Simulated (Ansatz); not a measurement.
LaAlO3:
```
CELL_PARAMETERS angstrom
      3.77152     0.00000     0.00000
      0.00000     3.77152     0.00000
      0.00000     0.00000     3.77152
ATOMIC_POSITIONS crystal
  La 0.50000 0.50000 0.50000
  Al 0.00000 0.00000 0.00000
  O  0.00000 0.50000 0.00000
  O  0.50000 0.00000 0.00000
  O  0.00000 0.00000 0.50000
```

PBEsol (plane waves, PAW; program Ansatz) gives a gap of 3.45 eV without spin–orbit coupling, maximum at R, minimum at Γ.

Task: What happens when spin–orbit coupling is switched on?

Result: The gap shrinks by 0.01 eV, to 3.44 eV; maximum at R, minimum at Γ.

Task: Give the electron effective mass with spin–orbit coupling, band 1 of 2 at the edge.

Result: 0.65 along [100], 0.58 along [110], 0.54 along [111] (mₑ).

Task: Give the electron effective mass with spin–orbit coupling, band 2 of 2 at the edge.

Result: 0.45 along [100], 0.49 along [110], 0.52 along [111] (mₑ).

Space group Pm-3m (cubic perovskite). This is a known high-temperature phase of the composition, computed here at zero pressure and temperature. The PBEsol relaxation kept the symmetry of its start. At this level the phase is dynamically unstable (imaginary phonons).

Potentials: the earlier of the program's two PAW sets. The files were generated under PBE; for other functionals the program regenerates the frozen cores, and for LDA and PBEsol the local potential too.
